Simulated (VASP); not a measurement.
A run of VASP 6.6.1 is set up as follows.

File INCAR:

```
ALGO = Normal
EDIFF = 1E-6
EDIFFG = -0.01
ENCUT = 600
IBRION = 2
ISIF = 3
ISMEAR = 0
LASPH = T
LCHARG = F
LMIXTAU = T
LREAL = F
LWAVE = F
METAGGA = R2SCAN
NELM = 80
NSW = 90
PREC = Accurate
PSTRESS = 23.0
SIGMA = 0.03
```

Contents of KPOINTS:

```
k-points
0
Gamma
  8 8 8
```

POSCAR

```
SrTiO3
1.0
    3.9052800000      0.0000000000      0.0000000000
    0.0000000000      3.9052800000      0.0000000000
    0.0000000000      0.0000000000      3.9052800000
Sr Ti O
1 1 3
Direct
    0.5000000000      0.5000000000      0.5000000000
    0.0000000000      0.0000000000      0.0000000000
    0.5000000000      0.0000000000      0.0000000000
    0.0000000000      0.5000000000      0.0000000000
    0.0000000000      0.0000000000      0.5000000000
```

Potentials or basis: VASP PAW PBE potentials, release 64 (Sr_sv, Ti_sv, O).

Launch:

```sh
$ cat potpaw_PBE.64/Sr_sv/POTCAR potpaw_PBE.64/Ti_sv/POTCAR potpaw_PBE.64/O/POTCAR > POTCAR
$ mpirun -np 1 vasp_std > vasp.out
```

(1) Predict the relaxed volume.

(2) What does it give for the space group after relaxing (to 0.05 Å)?

Results:

(1) 11.83 Å³/atom.

(2) Pm-3m (No. 221).

Caveat: the cell is relaxed towards a set pressure, so the enthalpy falls and the energy may rise; the PAW data sets were made with another functional, which shifts forces and pressure a little.
